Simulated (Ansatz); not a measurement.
# InAs: a single-point run

Wanted: a converged single-point run for InAs, and a check of what comes out. The structure is shown as the input types it. The cell is built on a prototype (CsCl type) and needn't be the phase found in nature.

Program: Ansatz 0.2.0. Level of theory: density functional or hybrid calculation with the settings of its input, plane waves (as first typed). These are calculated values, not measurements.

6 further runs of the same task are left out: 2 for a known fault of the program, 4 that didn't finish.

### 1 The system as given

Symmetry: Pm-3m, No. 221, cubic system. Conventional cell: a = 3.537 Å, b = 3.537 Å, c = 3.537 Å, α = 90.00°, β = 90.00°, γ = 90.00°. In (site symmetry m-3m) has 8 As at 3.06 Å as nearest neighbours. As (site symmetry m-3m) has 8 In at 3.06 Å as nearest neighbours.

The input asks for a charge of -0.05 e on the cell.

Structure file:

```xyz
2
Lattice="3.5365 0.0000 0.0000 0.0000 3.5365 0.0000 0.0000 0.0000 3.5365" Properties=species:S:1:pos:R:3 pbc="T T T"
In    0.0000    0.0000    0.0000
As    1.7683    1.7683    1.7683
```

### 2 Running it

input.yaml

```yaml
crystal:
  lattice:
    - [3.536541079, 0.0, 0.0]
    - [0.0, 3.536541079, 0.0]
    - [0.0, 0.0, 3.536541079]
  atoms:
    - { symbol: In, position: [0.0, 0.0, 0.0] }
    - { symbol: As, position: [0.5, 0.5, 0.5] }
kpoints:
  mp_grid: { grid: [4, 4, 4] }
hamiltonian:
  xc: hse06
scf:
  occupations: { method: fermi_dirac, width: 0.02 }
  n_extra_bands: 4
  max_iter: 71
output:
  forces: true
  stress: true
  eigenvalues: true
total_charge: -0.05
```

Command:

```
ansatz run input.yaml --threads 4 --pin off --max-ram 3686MiB --backend cpu --events-out ev --progress --plain --runs-dir out
```

**Question.** How will this run end, and is anything wrong with its input?

This run ends as converged, with warnings (filled band counts differ across k points, stress exchange threshold loose, stress scf threshold loose). Its log warns: «output.stress: scf.convergence.dr2_threshold = 1e-7 eV (the SCF's general default) is looser than the 2e-10 eV advised for a printed stress (1e-10 eV for each atom of the ...»

The suspect setting: total_charge is -0.05. The net charge is not the one intended, so the run treats another number of electrons.

The test: delete total_charge (the default then holds).
